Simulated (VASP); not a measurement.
Input of a VASP 6.6.1 run:

INCAR

```
  ALGO = Fast
  EDIFF = 1E-7
  ENCUT = 520
  GGA = PE
  ISIF = 2
  ISMEAR = 0
  LASPH = True
  LCHARG = False
  LREAL = False
  LWAVE = False
  NBANDS = 10
  NELM = 100
  PREC = Accurate
  SIGMA = 0.15
```

KPOINTS

```
k-points
0
Gamma
  22 22 22
```

File POSCAR:

```
Re
1.0
    1.0450390259      2.6125975647      2.6125975647
    2.6125975647      1.0450390259      2.6125975647
    2.6125975647      2.6125975647      1.0450390259
Re
1
Direct
    0.0000000000      0.0000000000      0.0000000000
```

Potentials or basis: VASP PAW PBE potentials, release 64 (Re).

Command:

```console
$ cat potpaw_PBE.64/Re/POTCAR > POTCAR
$ mpirun -np 1 vasp_std > vasp.out
```

Problem. What does it give for the band gap on the k mesh?

Solution. None (metal or under the smearing width).

Problem. What does it give for the pressure?

Solution. 180.0 GPa.

Stress tensor (GPa, compression positive):
```
180.00 -89.80 -89.80
-89.80 180.00 -89.80
-89.80 -89.80 180.00
```

Caveat: a pressure of tens of GPa on the cell as given is suspect, and the run, the potentials or the cell itself is likely at fault. The run has no spin-orbit coupling, so splittings on Re are missing.
